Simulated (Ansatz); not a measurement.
# LiF: a single-point run

The task is a single-point run on LiF. The structure is shown as the input types it. The cell is built on a prototype (CsCl type) and needn't be the phase found in nature.

Program: Ansatz 0.2.0. Level of theory: density functional or hybrid calculation with the settings of its input, plane waves (as first typed). These are calculated values, not measurements.

2 further runs of the same task are left out: 2 that didn't finish.

### 1 Starting point

Symmetry: Pm-3m, No. 221, cubic system. Conventional cell: a = 2.516 Å, b = 2.516 Å, c = 2.516 Å, α = 90.00°, β = 90.00°, γ = 90.00°. Around Li (site symmetry m-3m) lie 8 F at 2.18 Å. F (site symmetry m-3m) is surrounded by 8 Li at 2.18 Å.

Structure file:

```cif
data_structure
_symmetry_space_group_name_H-M 'P 1'
_symmetry_Int_Tables_number 1
_cell_length_a 2.5163
_cell_length_b 2.5163
_cell_length_c 2.5163
_cell_angle_alpha 90.000
_cell_angle_beta 90.000
_cell_angle_gamma 90.000
_cell_volume 15.93
loop_
_atom_site_label
_atom_site_type_symbol
_atom_site_fract_x
_atom_site_fract_y
_atom_site_fract_z
_atom_site_occupancy
Li1 Li 0.00000 0.00000 0.00000 1
F1 F 0.50000 0.50000 0.50000 1
```

### 2 The calculation

Input file input.yaml:

```yaml
crystal:
  lattice:
    - [2.5162584438, 0.0, 0.0]
    - [0.0, 2.5162584438, 0.0]
    - [0.0, 0.0, 2.5162584438]
  atoms:
    - { symbol: Li, position: [0.0, 0.0, 0.0] }
    - { symbol: F, position: [0.5, 0.5, 0.5] }
kpoints:
  mp_grid: { grid: [2, 4, 6] }
hamiltonian:
  xc: pbesol
scf:
  occupations: { method: fixed }
  n_extra_bands: 4
output:
  forces: true
  stress: true
  eigenvalues: true
```

Started as:

```bash
$ ansatz run input.yaml --threads 4 --pin off --max-ram 3686MiB --backend cpu --events-out ev --progress --plain --runs-dir out
```

**Question.** How will this run end, and is anything wrong with its input?

This run ends as converged, with warnings (symmetry narrowed by mesh). Its log warns: «crystal.symmetry: narrowed to the stabiliser of the k-point mesh — unitary ops 48 → 8; excluded 40 operations that carry a point of the 2×4×6 mesh (shift [0, 0 ...»

The suspect setting: kpoints.mp_grid.grid is [2, 4, 6]. The mesh has lower symmetry than the crystal, so equivalent directions are sampled differently.

The test: set kpoints.mp_grid.grid to [8, 8, 8].
